Around a bare nucleus, an electron in the 2s level and one in the 2p1/2 level would have almost exactly the same energy. In a crystal of MoSi₂ they do not, and in molybdenum they lie more than 200 eV apart. What pulls such levels apart, and how does this differ from the splitting of 2p itself into two levels?

Core levels of crystalline MoSi₂ (space group I4/mmm) from all-electron LAPW+lo calculations with exciting sodium, using the LDA functional without spin polarisation. The levels are Kohn–Sham eigenvalues counted from the Fermi energy, with spin–orbit coupling included for the core but not for the valence electrons. The k-mesh is 12 × 12 × 12 and the Fermi–Dirac smearing 0.05 eV.

```
row  core level (eV)  core element  core shell
  1          -1773.0            Si       1s1/2
  2           -133.5            Si       2s1/2
  3            -90.8            Si       2p1/2
  4            -90.1            Si       2p3/2
  5         -19782.1            Mo       1s1/2
  6          -2791.1            Mo       2s1/2
  7          -2569.2            Mo       2p1/2
  8          -2462.8            Mo       2p3/2
  9           -471.5            Mo       3s1/2
 10           -387.0            Mo       3p1/2
 11           -369.4            Mo       3p3/2
 12           -219.5            Mo       3d3/2
 13           -216.2            Mo       3d5/2
```

A core shell label gives the principal quantum number $n$, the letter for the orbital angular momentum $l$ (s, p, d for 0, 1, 2) and the total angular momentum $j$, which includes the spin. The core levels are LDA eigenvalues from the all-electron program exciting, counted from the Fermi energy ("sodium" is the name of the program's release; the crystal contains none). They are not binding energies: LDA lets an electron partly repel itself, which leaves core levels too high compared with photoemission, the deepest ones by the most. Differences between levels of one atom do not depend on the choice of zero, and the argument rests on them, though they keep part of the LDA error.

The smooth model is the Dirac equation for one electron and a point nucleus with the full charge $Z$, 14 for Si and 42 for Mo. In this pure $1/r$ attraction the energy depends on $n$ and $j$ alone. Hence 2s should coincide with 2p1/2, 3s with 3p1/2, and 3p3/2 with 3d3/2. The table breaks this rule at each of its four such pairs, one in Si and three in Mo. The widest break in energy is the 221.9 eV between Mo 2s and 2p1/2, but relative to depth the Mo 3d rows stand out: 3d3/2 lies above 3p3/2 by 41% of the depth of 3p3/2.

The cause is screening, the repulsion by the other electrons. Close to the nucleus the attraction grows as $1/r$, while the repulsion levels off, because an electron deep inside the cloud has little charge between itself and the nucleus. Around a bare nucleus the two levels of each pair have the same average of $1/r$, so a repulsion that itself followed $1/r$ would raise both equally. The real repulsion falls short of that form near the nucleus, and the electron that comes closest gains most from the shortfall. An s electron dives into this region and feels almost the full nuclear charge there. A p electron is held off by its angular momentum, and a d electron more strongly still. Screening therefore raises s least and d most, which is the order in the table.

A short estimate suggests why the d levels are set so far apart. Near the centre, let the repulsion energy fall as $V_0-kr^2$, where $V_0$ is its value at the nucleus and $k$ sets its curvature. For a hydrogen-like orbital, with $r$ in bohr,

$$\langle r^2\rangle=\frac{n^2}{2Z^2}\left[5n^2+1-3l(l+1)\right].$$

An s orbital comes closest to the nucleus but also reaches farthest out, so its $\langle r^2\rangle$ is the largest and its average repulsion the lowest. Within one shell the repulsion rises above that of s in proportion to $l(l+1)$, which is 0 for s, 2 for p and 6 for d. The step from p to d should be twice the step from s to p.

In the third shell of Mo the step from 3s to 3p1/2 is 84.5 eV, so the rule predicts $2\times84.5=169$ eV from 3p3/2 to 3d3/2. The calculation gives 149.9 eV, so the prediction is 13% too large. A rule of equal steps for each unit of $l$ would fall 44% short. A single ratio cannot establish the $l(l+1)$ rule, and the third shell reaches well beyond the region where the form $V_0-kr^2$ holds, so the closeness may be luck. Still, the wide gap below 3d is compatible with ordinary screening, and nothing in it calls for a special effect of bonding.

The estimate fails when it is carried from one shell to the next. With the same curvature, the factor $n^2$ would make the s–p gap of the third shell $(3/2)^2=2.25$ times that of the second, or 499 eV instead of 84.5 eV. Electrons of the third shell move farther out, where the cloud is thinner and its repulsion bends less. Screening also swells their orbitals beyond the hydrogen-like size that the formula assumes, which takes them still farther from the region where the quadratic form holds.

The remaining steps inside a shell join levels with the same $l$ but different $j$, such as 2p1/2 and 2p3/2. They are spin-orbit doublets, and the bare nucleus has them too. An electron moving through an electric field experiences a magnetic field, and its spin can lie along or against it. The core levels contain this effect although the valence electrons were treated without it. Screening narrows these doublets but does not create them.

A doublet senses the force on the electron, whereas the depth of a level senses the whole potential. A spherical shell of charge outside the electron raises its energy but exerts no force on it. The doublet therefore reports mainly on the charge inside the orbital. Its width follows the average of $Z/r^3$, and since orbital sizes shrink as $1/Z$, it grows roughly as $Z^4$.

This allows the Mo 2p doublet to be estimated from silicon. The bare Si nucleus would give a 2p doublet of 1.751 eV, and the crystal calculation gives 0.6458 eV before rounding. The charge felt by Si 2p is then

$$14\times\left(\frac{0.6458}{1.751}\right)^{1/4}=10.91,$$

so the other electrons hide $14-10.91=3.09$ charges. If they hide as many from Mo 2p, its bare doublet of 149.7 eV shrinks to

$$149.7\times\left(\frac{42-3.09}{42}\right)^4\approx110\ \text{eV}.$$

The calculated doublet is 106.4 eV, which was not used in the estimate; the prediction is 4% too large. Both atoms have the same filled first and second shells, which are expected to do most of the hiding. For Mo 3p and 3d the charge inferred in this way drops to about 33 and 29, since more electrons lie inside or among these orbitals. These charges also absorb the change in orbital size, so they are a scale of the inner field and not a count of electrons.

The two kinds of step therefore grow very differently with nuclear charge. From Si to Mo the gap between 2s and 2p1/2 widens about 5 times, while the 2p doublet widens about 165 times. If the same electron cloud merely shrank as $1/Z$, its repulsion energies would grow in proportion to $Z$, that is 3 times. The gap grows faster. One expected reason is that screening loosens the second shell of Si more, in proportion, than that of Mo. Relativity and the filled third shell of Mo may add to it; these two atoms alone cannot separate the parts. The printed output after this section compares the levels with the bare nucleus and lists the tests of both rules.

For reading a core-level spectrum this gives a practical rule. First pair the lines that share $n$ and $l$: their spacing reflects the field deep inside the atom and rises steeply with nuclear charge, which makes it a good mark of the element. Then compare lines of one shell that share $j$, such as 2s with 2p1/2: their spacing shows how unequally these electrons penetrate the cloud around the nucleus. A step from 2s to 2p3/2 would mix in the doublet.

Numerical output:

```
Levels against the bare nucleus:
  row  bare level eV  lift by other electrons eV  step from row above eV  bare step eV
    1          -2674                       900.7                     n/a           n/a
    2         -668.9                       535.4                    1640          2005
    3         -668.9                       578.1                    42.7             0
    4         -667.1                         577                     0.7         1.751
    5         -24592                        4810                  -19692        -23925
    6          -6185                        3394                   16991         18407
    7          -6185                        3616                   221.9             0
    8          -6036                        3573                   106.4         149.7
    9          -2732                        2261                    1991          3303
   10          -2732                        2345                    84.5             0
   11          -2688                        2318                    17.6         44.45
   12          -2688                        2468                   149.9             0
   13          -2674                        2458                     3.3         14.15
Gap 2s to 2p1/2 in Mo over that in Si: 5.197
Gap 3p3/2 to 3d3/2 in percent of the 3p3/2 depth: 40.58
Gap 3s to 3p1/2 in percent of the 3s depth: 17.92
Gap 3p to 3d over gap 3s to 3p in Mo: 1.774
Gap 3p to 3d predicted by the l(l+1) rule in eV: 169
Miss of the l(l+1) rule in percent: 12.74
Miss of the equal-step rule in percent: -43.63
Gap 3s to 3p predicted from n of 2 with one curvature in eV: 499.3
Doublet Si 2p in eV: 0.6458
Doublet Mo 2p in eV: 106.4
Doublet Mo 3p in eV: 17.54
Doublet Mo 3d in eV: 3.324
Doublet 2p in Mo over that in Si: 164.7
Charge felt by Si 2p from its doublet: 10.91
Charge felt by Mo 2p from its doublet: 38.56
Charge felt by Mo 3p from its doublet: 33.29
Charge felt by Mo 3d from its doublet: 29.24
Doublet Mo 2p predicted with the screening of Si 2p in eV: 110.3
Miss of that prediction in percent: 3.682
```
